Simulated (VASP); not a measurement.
Here is a VASP 6.6.1 calculation.

File INCAR:

```
SYSTEM = P
PREC = Accurate
ENCUT = 600
EDIFF = 1E-6
ISMEAR = 0
SIGMA = 0.03
LREAL = .FALSE.
LASPH = .TRUE.
NELM = 120
ALGO = Normal
ISIF = 3
LWAVE = .FALSE.
LCHARG = .FALSE.
METAGGA = R2SCAN
LMIXTAU = .TRUE.
LUSE_VDW = .TRUE.
IVDW_NL = 2
BPARAM = 11.95
CPARAM = 0.0093
IBRION = 2
NSW = 40
EDIFFG = -0.005
LATTICE_CONSTRAINTS = .TRUE. .TRUE. .FALSE.
```

File KPOINTS:

```
regular mesh
0
G
  10 8 1
  0 0 0
```

Contents of POSCAR:

```
P
1.0
    3.3000000000      0.0000000000      0.0000000000
    0.0000000000      4.6000000000      0.0000000000
    0.0000000000      0.0000000000     18.1000000000
P
4
Direct
    0.0000000000      0.0900000000      0.4419889500
    0.5000000000      0.4100000000      0.4419889500
    0.5000000000      0.5900000000      0.5580110500
    0.0000000000      0.9100000000      0.5580110500
```

Potentials or basis: VASP PAW PBE potentials, release 64 (P).

Launch:

```sh
$ cat potpaw_PBE.64/P/POTCAR > POTCAR
$ mpirun -np 1 vasp_std > vasp.out
```

(1) Estimate the band gap on the k mesh.

(2) What does it give for the relaxed cell?

(3) Predict the space group after relaxing (to 0.05 Å).

## Answers

(1) 1.05 eV, direct.

(2) a = 3.281 Å, b = 4.579 Å, c = 18.100 Å, α = 90.00°, β = 90.00°, γ = 90.00°.

(3) Pmna (No. 53).
